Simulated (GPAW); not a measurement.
A run of GPAW 26.7.0 is set up as follows.

The input run.py:

```python
from ase import Atoms
from ase.dft.bandgap import bandgap
from ase.io import write
from ase.units import GPa
from gpaw import GPAW, PW, setup_paths

setup_paths.insert(0, '.')

atoms = Atoms(['Sb', 'Ga'],
              cell=[[0.0, 3.059, 3.059],
                    [3.059, 0.0, 3.059],
                    [3.059, 3.059, 0.0]],
              scaled_positions=[[0.75, 0.75, 0.75],
                                [0.0, 0.0, 0.0]],
              pbc=True)

calc = GPAW(mode=PW(600),
            xc='BLYP',
            kpts={'size': (8, 8, 8), 'gamma': True},
            occupations={'name': 'fermi-dirac', 'width': 0.05},
            nbands=18,
            convergence={'density': 1e-05, 'energy': 1e-05},
            eigensolver='davidson',
            maxiter=150,
            txt='gpaw.txt')
atoms.calc = calc
energy = atoms.get_potential_energy()
forces = atoms.get_forces()
stress = atoms.get_stress()
calc.write('gs.gpw')
write('result.traj', atoms)
print(f'Energy: {energy:.6f} eV')
print('Forces (eV/A):')
print(forces.round(4))
print('Stress (GPa):', (stress / GPa).round(3))
print('Fermi level:', round(calc.get_fermi_level(), 4), 'eV')
print(f'Gap: {bandgap(calc)[0]:.4f} eV, direct: {bandgap(calc, direct=True)[0]:.4f} eV')

path = atoms.cell.bandpath('GXWKGLUWLK,UX', npoints=60, eps=1e-4)
bs_calc = calc.fixed_density(kpts=path, symmetry='off', nbands=30,
                             convergence={'bands': 'CBM+6.0', 'eigenstates': 1e-6}, txt='bands.txt')
bs = bs_calc.band_structure()
bs.write('bs.json')
print(f'Gap on the path: {bandgap(bs_calc)[0]:.4f} eV')
```

Potentials or basis: PAW data sets generated in the run's folder for this functional, pw.

Run with:

```sh
$ gpaw-setup -f BLYP Ga Sb
$ OMP_NUM_THREADS=1 python run.py
```

Question: What does it give for the band gap along the path?

Answer: None (metal or under the smearing width).

Question: What does it give for the pressure?

Answer: 5.2 GPa.

Levels at the corners of the path, in eV from the Fermi level:
```csv
point,band 5,band 6,band 7,band 8,band 9,band 10,band 11,band 12,band 13
Γ,-28.70,-11.52,-0.15,-0.04,-0.04,-0.04,2.82,2.82,2.82
X,-28.70,-9.18,-6.84,-2.56,-2.56,0.98,1.39,8.64,8.64
W,-28.70,-9.15,-6.71,-3.31,-3.08,3.63,4.44,4.46,4.91
K,-28.70,-9.25,-6.66,-3.56,-2.19,1.49,3.93,6.62,6.82
Γ,-28.70,-11.52,-0.15,-0.04,-0.04,-0.04,2.82,2.82,2.82
L,-28.70,-9.98,-6.36,-1.18,-1.18,0.37,3.83,3.83,6.71
U,-28.70,-9.25,-6.66,-3.56,-2.19,1.49,3.93,6.62,6.82
W,-28.70,-9.15,-6.71,-3.31,-3.08,3.63,4.44,4.46,4.91
L,-28.70,-9.98,-6.36,-1.18,-1.18,0.37,3.83,3.83,6.71
K,-28.70,-9.25,-6.66,-3.56,-2.19,1.49,3.93,6.62,6.82
U,-28.70,-9.25,-6.66,-3.56,-2.19,1.49,3.93,6.62,6.82
X,-28.70,-9.18,-6.84,-2.56,-2.56,0.98,1.39,8.64,8.64
```

Caveat: spin-orbit coupling is left out, which moves the levels of the heavy elements; this crystal is a semiconductor, whose small gap the functional closes, so the metal is an error of the method.

**Experimental background.**

A printed reference work, data compilation reports, for a bulk crystal of GaSb at 4.2 K: band gap 0.811 eV (direct).

Against the measured gap of GaSb, 0.811 eV (direct; 4.2 K; a printed reference work, data compilation), the calculated 0.00 eV is off by -0.81 eV. Spin-orbit coupling on Ga, Sb is left out. The value is that of BLYP, without temperature or zero-point motion. Semilocal functionals fall short of measured gaps as a rule.
